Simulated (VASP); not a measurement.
Wanted: the native input for a VASP 6.6.1 run.

* Task: band structure
* Functional: r2SCAN
* Potentials or basis: VASP PAW PBE potentials, release 64 (Si, C)
* Cutoff: 520 eV
* k mesh: 10 × 10 × 10
* Occupations: gaussian, width 0.03 eV
* Spin: no spin polarisation
* Further INCAR settings: ALGO = Normal; EDIFF = 1e-07; NBANDS = 11

The structure of SiC lies in POSCAR:

```
SiC                                     
1.0
    0.0000000000      2.1790000000      2.1790000000
    2.1790000000      0.0000000000      2.1790000000
    2.1790000000      2.1790000000      0.0000000000
  Si              C             
     1     1
Direct
     0.0000000000000000    0.0000000000000000    0.0000000000000000
     0.2500000000000000    0.2500000000000000    0.2500000000000000
```

One way to write it, as run:

INCAR

```
SYSTEM = SiC
PREC = Accurate
ENCUT = 520
EDIFF = 1E-7
ISMEAR = 0
SIGMA = 0.03
LREAL = .FALSE.
LASPH = .TRUE.
NELM = 80
ALGO = Normal
ISIF = 2
LWAVE = .FALSE.
LCHARG = .FALSE.
METAGGA = R2SCAN
LMIXTAU = .TRUE.
NBANDS = 11
```

KPOINTS

```
Automatic mesh
0
G
  10 10 10
  0 0 0
```

KPOINTS_OPT

```
explicit points
159
Reciprocal
 0.0000000000  0.0000000000  0.0000000000 1
 0.0357142857  0.0000000000  0.0357142857 1
 0.0714285714  0.0000000000  0.0714285714 1
 0.1071428571  0.0000000000  0.1071428571 1
 0.1428571429  0.0000000000  0.1428571429 1
 0.1785714286  0.0000000000  0.1785714286 1
[... 151 lines left out ...]
 0.4250000000  0.0000000000  0.4250000000 1
 0.4500000000  0.0000000000  0.4500000000 1
```

Potentials or basis: VASP PAW PBE potentials, release 64 (Si, C).

Run with:

```bash
$ cat potpaw_PBE.64/Si/POTCAR potpaw_PBE.64/C/POTCAR > POTCAR
$ mpirun -np 1 vasp_std > vasp.out
```

It gave:

```json
{"Pressure": "-0.4 GPa", "Band gap on the k mesh": "1.72 eV, indirect (least direct gap 5.06 eV)", "Band gap along the path": "1.72 eV, indirect (least direct gap 5.06 eV)"}
```

Caveat: the PAW data sets were made with another functional, which shifts forces and pressure a little.

Run time: 44 s on 1 thread of Intel(R) Xeon(R) 6975P-C (Granite Rapids), with other jobs on the host, peak memory 0.14 GiB.
